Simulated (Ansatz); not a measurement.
What a change of settings does: RbBr

First run: DFT, PBE, PAW with Ansatz's default frozen-core files, scalar-relativistic (Ansatz 0.2.0).

Command: `ansatz run input.yaml --threads 1 --pin off --max-ram 2048MiB --backend cpu --events-out ev --progress --plain --runs-dir out` It took 1.7 s on 1 thread of Arm Neoverse V1, with other jobs on the host, peak memory 0.29 GiB.

```yaml
crystal:
  lattice:
    - [4.1928722427, 0.0, 0.0]
    - [0.0, 4.1928722427, 0.0]
    - [0.0, 0.0, 4.1928722427]
  atoms:
    - { symbol: Rb, position: [0.0, 0.0, 0.0] }
    - { symbol: Br, position: [0.5, 0.5, 0.5] }
kpoints:
  mp_grid: { grid: [7, 7, 7] }
scf:
  occupations: { method: fermi_dirac, width: 0.02 }
hamiltonian:
  xc: pbe
  pseudopotentials: { kind: paw }
output:
  forces: true
  stress: true
  eigenvalues: true
  populations: true
```

The cell comes from a relaxation on PAW files under the same functional, begun from a database entry that needn't be the ground state.

It converges in 6 SCF iterations at a pressure of 0.04 GPa, cutoff 420 eV.

The input is then changed:

```diff
 scf:
-  occupations: { method: fermi_dirac, width: 0.02 }
+  occupations: { method: tetrahedron_uncorrected }
 hamiltonian:
```

Q: What does the second run give?

A: It converges in 6 SCF iterations, cutoff 420 eV, free energy 0.0 meV/atom against the first run's.
